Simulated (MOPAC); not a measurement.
# How the settings of MOPAC move a run on RbBr

Simulated with MOPAC 23.2.5. This is a test of settings. The cell began as a measured structure and was relaxed with r2SCAN in plane waves (Ansatz 0.2.0). All runs are without spin polarisation.

It is cubic, Fm-3m (No. 225); conventional cell a = 6.922 Å, 41.45 Å³ an atom. Around Rb lie 6 Br at 3.46 Å; around Br lie 6 Rb at 3.46 Å.

The base run uses PM7 on a cluster of 64 atoms.

```
PM7 1SCF GRADIENTS AUX(PRECISION=6) THREADS=1
crystal as a cluster of 2x2x2 conventional cells

Rb 6.921664 1 0.000000 1 0.000000 1
Br 10.382496 1 3.460832 1 3.460832 1
Rb 10.382496 1 3.460832 1 0.000000 1
Br 0.000000 1 6.921664 1 3.460832 1
Rb 10.382496 1 0.000000 1 3.460832 1
Br 0.000000 1 3.460832 1 6.921664 1
Rb 0.000000 1 0.000000 1 0.000000 1
Br 3.460832 1 3.460832 1 3.460832 1
Rb 3.460832 1 3.460832 1 0.000000 1
Br 6.921664 1 6.921664 1 3.460832 1
Rb 6.921664 1 6.921664 1 0.000000 1
Br 10.382496 1 10.382496 1 3.460832 1
Rb 10.382496 1 10.382496 1 0.000000 1
Br 0.000000 1 0.000000 1 3.460832 1
Rb 3.460832 1 0.000000 1 3.460832 1
Br 6.921664 1 3.460832 1 6.921664 1
Rb 6.921664 1 3.460832 1 3.460832 1
Br 10.382496 1 6.921664 1 6.921664 1
Rb 10.382496 1 6.921664 1 3.460832 1
Br 0.000000 1 10.382496 1 6.921664 1
Rb 6.921664 1 0.000000 1 6.921664 1
Br 10.382496 1 3.460832 1 10.382496 1
[... 28 lines left out ...]
Rb 0.000000 1 10.382496 1 3.460832 1
Br 3.460832 1 0.000000 1 6.921664 1
Rb 0.000000 1 6.921664 1 6.921664 1
Br 3.460832 1 10.382496 1 10.382496 1
Rb 3.460832 1 10.382496 1 6.921664 1
Br 6.921664 1 0.000000 1 10.382496 1
Rb 0.000000 1 3.460832 1 10.382496 1
Br 3.460832 1 6.921664 1 0.000000 1
Rb 3.460832 1 6.921664 1 10.382496 1
Br 6.921664 1 10.382496 1 0.000000 1
Rb 6.921664 1 10.382496 1 10.382496 1
Br 10.382496 1 0.000000 1 0.000000 1
Rb 0.000000 1 10.382496 1 10.382496 1
Br 3.460832 1 0.000000 1 0.000000 1
Tv 13.843328 1 0.000000 1 0.000000 1
Tv 0.000000 1 13.843328 1 0.000000 1
Tv 0.000000 1 0.000000 1 13.843328 1
```

Command: `mopac run.mop`. It took 3.1 s on 1 thread of Intel(R) Xeon(R) Platinum 8488C (Sapphire Rapids), with other jobs on the host, peak memory 0.052 GiB.

It converged with a gap of 1.86 eV. MOPAC's gap is a Hartree-Fock orbital gap, usually far wider than a measured one, and its energy is the heat of formation.

Each further run moved one setting: method (Hamiltonian); CUTOFP (reach of the lattice sums in Å); cluster (size of the cluster in conventional cells). Changes are from the base run, which isn't itself converged in every setting; energies of another Hamiltonian, functional, basis or charge aren't compared.

```
                          setting  how it ended  gap change (eV)  energy change (meV/atom)  time (s)
                     method = AM1     converged             5.96                         –       1.3
                   method = MNDOD       refused                –                         –      0.04
                      CUTOFP = 10     converged             0.12                     -28.4       1.2
                 method = PM6-ORG       refused                –                         –      0.04
   method = PM8 (poor on purpose)       refused                –                         –      0.04
cluster = 1x1x1 (poor on purpose)     converged             0.94                    -347.7      0.61
```

With method = MNDOD nothing was computed: the Hamiltonian has no parameters for an element here. With method = PM6-ORG nothing was computed: the Hamiltonian has no parameters for an element here. With method = PM8 nothing was computed: the Hamiltonian has no parameters for an element here.

The end of the log, shortened, for method = MNDOD:

```
    NO.       ATOM           X           Y           Z
 Br: (MNDO/d): W.THIEL AND A.A.VOITYUK, J. PHYS. CHEM., 100, 616 (1996)
 DATA ARE NOT AVAILABLE FOR ELEMENT NO. 37
          SOME ELEMENTS HAVE BEEN SPECIFIED FOR WHICH
          NO PARAMETERS ARE AVAILABLE.  CALCULATION STOPPED.
          Parameters for some elements are missing
           Empirical Formula: Rb32 Br32  =    64 atoms
 *     Error and normal termination messages reported in this calculation     *
 * Parameters for some elements are missing                                   *
 * JOB ENDED NORMALLY                                                         *
 TOTAL JOB TIME:             0.01 SECONDS
 == MOPAC DONE ==
```

Spin-orbit coupling is left out.
